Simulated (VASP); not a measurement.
**Mn: relaxation of cell and atoms with r2SCAN**

Mn:

```
Mn
1.0
     2.53845    0.00000    0.00000
    -1.26922    2.19836    0.00000
     0.00000    0.00000    2.37186
Mn
1
Direct
  0.00000 0.00000 0.00000
```

The cell was built by a generator and needn't be a form met in nature.

```yaml
Program: VASP 6.6.1
Task: relaxation of cell and atoms
Functional: r2SCAN
Potentials_or_basis: VASP PAW PBE potentials, release 64 (Mn_pv)
Cutoff: 600 eV
k_mesh: 9 × 9 × 8
Occupations: gaussian, width 0.1 eV
Spin: collinear spin, typed start
Starting_moments: "[3.64] μB"
Dipole_correction: no
Further_INCAR_settings: ALGO = Normal; EDIFF = 1e-06; IBRION = 2; EDIFFG = -0.04; NSW = 90; ISIF = 3
```

```yaml
Relaxed_volume: 17.00 Å³/atom
Relaxed_cell: a = 2.733 Å, b = 2.733 Å, c = 2.627 Å, α = 90.00°, β = 90.00°, γ = 120.00°
Space_group_after_relaxing_to_0.05_Å: P6/mmm (No. 191)
Energy_gained_by_relaxing: 259.1 meV/atom
Ionic_steps: 24
Pressure_after_relaxing: 0.2 GPa
Band_gap_on_the_k_mesh: none (metal or under the smearing width)
Net_moment: 4.01 μB per cell
Site_moments: Mn +3.94 μB
Valence_electrons_inside_the_program's_atomic_spheres: Mn 11.49
```

Stress tensor (GPa, compression positive):
```
0.22 0.00 0.00
0.00 0.22 0.00
0.00 0.00 0.07
```

The path:
```csv
step,energy change (eV),largest force (eV/Å),pressure (GPa),volume (Å³)
1,0.0000,0.0000,0.86,13.24
2,-0.0205,0.0000,7.22,13.37
3,0.0072,0.0000,9.28,13.72
4,-0.0381,0.0000,17.20,13.47
5,-0.0378,0.0000,16.82,13.52
6,-0.0384,0.0000,16.97,13.50
7,-0.0392,0.0000,16.87,13.52
8,-0.0411,0.0000,16.54,13.56
9,-0.0427,0.0000,15.94,13.65
10,-0.0451,0.0000,15.73,13.67
11,-0.0522,0.0000,15.18,13.74
12,-0.0658,0.0000,14.83,13.87
13,-0.0996,0.0000,19.25,14.14
14,-0.1596,0.0000,12.84,14.68
15,-0.2241,0.0000,5.28,15.81
16,-0.2450,0.0000,-3.05,18.22
17,-0.2559,0.0000,-1.49,17.37
18,-0.2559,0.0000,0.88,16.93
19,-0.2568,0.0000,-0.51,17.18
20,-0.2568,0.0000,-0.11,17.10
21,-0.2580,0.0000,-0.05,17.07
22,-0.2589,0.0000,0.07,17.03
23,-0.2585,0.0000,0.40,16.94
24,-0.2591,0.0000,0.17,17.00
```

Final structure:
```
Mn
1.0
     2.73337    0.00000    0.00000
    -1.36668    2.36717    0.00000
     0.00000    0.00000    2.62728
Mn
1
Direct
  0.00000 0.00000 0.00000
```

Levels at points of the mesh, in eV from the Fermi level:
Spin up:
```csv
k point,band 5,band 6,band 7,band 8,band 9,band 10,band 11,band 12
"(0.00, 0.00, 0.00)",-4.69,-3.02,-3.02,-1.67,-1.67,14.53,18.22,18.94
"(0.00, 0.00, 0.50)",-2.81,-2.81,-2.50,-2.50,-1.71,1.74,21.56,23.49
```
Spin down:
| k point | band 2 | band 3 | band 4 | band 5 | band 6 | band 7 | band 8 | band 9 |
| --- | --- | --- | --- | --- | --- | --- | --- | --- |
| (0.00, 0.00, 0.00) | -46.60 | -46.60 | -7.52 | 0.14 | 1.81 | 1.81 | 3.84 | 3.84 |
| (0.00, 0.00, 0.50) | -46.58 | -46.58 | -2.41 | -1.89 | 2.18 | 2.18 | 2.76 | 2.76 |

It took 11 min on 1 thread of Intel(R) Xeon(R) Platinum 8559C (Emerald Rapids), with other jobs on the host, peak memory 0.16 GiB.

Caveat: the volume moved by over 15 % at a fixed basis, so the end points are rough; the PAW data sets were made with another functional, which shifts forces and pressure a little.
